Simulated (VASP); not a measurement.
CsBr (CsCl type) relaxed at rising pressure, in one space group throughout; other phases were not tried. The pressures are those reached. Computed with PBEsol GGA, VASP's PBE PAW potentials (set 64) (plane waves; VASP).

| P (GPa) | V (Å³/atom) | k-mesh |
|---|---|---|
| -0.01 | 38.333 | 6×6×6 |
| 4.97 | 31.686 | 7×7×7 |
| 9.99 | 28.609 | 7×7×7 |
| 19.96 | 25.179 | 7×7×7 |
| 29.95 | 23.098 | 7×7×7 |

A change of mesh leaves a small step in the series.

Question: Fit an equation of state and predict the volume at 45.04 GPa.

Answer: Least squares on the third-order Birch-Murnaghan form, P = (3B0/2)(y⁷ − y⁵)[1 + (3/4)(B′ − 4)(y² − 1)] with y = (V0/V)^(1/3), gives V0 = 38.265 Å³/atom, B0 = 16 GPa and B′ = 5.0, and so 21.050 Å³/atom. The run gave 21.011 Å³/atom, -0.2 % from the fit.

Pressures at which the relaxation failed are left out.

The compound is CsBr in the CsCl type structure.
